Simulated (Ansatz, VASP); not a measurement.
## PbO2 in VASP and in Ansatz

The input INCAR:

```
PREC = Accurate
ENCUT = 520
EDIFF = 1E-6
ISMEAR = 1
SIGMA = 0.19
LREAL = False
LASPH = True
NELM = 100
ALGO = Normal
ISIF = 2
LWAVE = False
LCHARG = False
GGA = PE
NBANDS = 20
```

The input KPOINTS:

```
regular mesh
0
Gamma
  6 6 6
```

Contents of POSCAR:

```
PbO2
1.0
    0.0000000000      2.7019920000      2.7019920000
    2.7019920000      0.0000000000      2.7019920000
    2.7019920000      2.7019920000      0.0000000000
Pb O
1 2
Direct
    0.0000000000      0.0000000000      0.0000000000
    0.2500000000      0.2500000000      0.2500000000
    0.7500000000      0.7500000000      0.7500000000
```

Input for Ansatz:

```yaml
crystal:
  lattice:
    - [0.0, 2.701992, 2.701992]
    - [2.701992, 0.0, 2.701992]
    - [2.701992, 2.701992, 0.0]
  atoms:
    - { symbol: Pb, position: [0.0, 0.0, 0.0] }
    - { symbol: O, position: [0.25, 0.25, 0.25] }
    - { symbol: O, position: [0.75, 0.75, 0.75] }
basis:
  ecutwfc: 420
  ecutrho_ratio: 8
kpoints:
  mp_grid: { grid: [6, 6, 6] }
hamiltonian:
  xc: pbe
scf:
  occupations: { method: methfessel_paxton, width: 0.19 }
  max_iter: 60
output:
  forces: true
  stress: true
  eigenvalues: true
```

Alike in both runs: task single point; functional PBE; k mesh 6 × 6 × 6; occupations methfessel-paxton of order 1, width 0.19 eV; no spin polarisation.

|  | VASP | Ansatz |
| --- | --- | --- |
| version | VASP 6.6.1 | Ansatz 0.2.0 |
| potentials or method | VASP PAW PBE potentials, release 64 (Pb_d, O) | scalar-relativistic, plane waves, PAW |
| plane-wave cutoff (eV) | 520 | 420 |
| valence electrons in the cell | 26 | 26 |

|  | VASP | Ansatz | Ansatz less VASP |
| --- | --- | --- | --- |
| gap on the k mesh at the Fermi level (eV) | none | none | - |
| pressure (GPa) | 0.2 | 0.0 | -0.20 |

A gap of «none» marks a metal or a gap that the smearing closes.

The runs have no spin-orbit coupling, so splittings on Pb are missing.
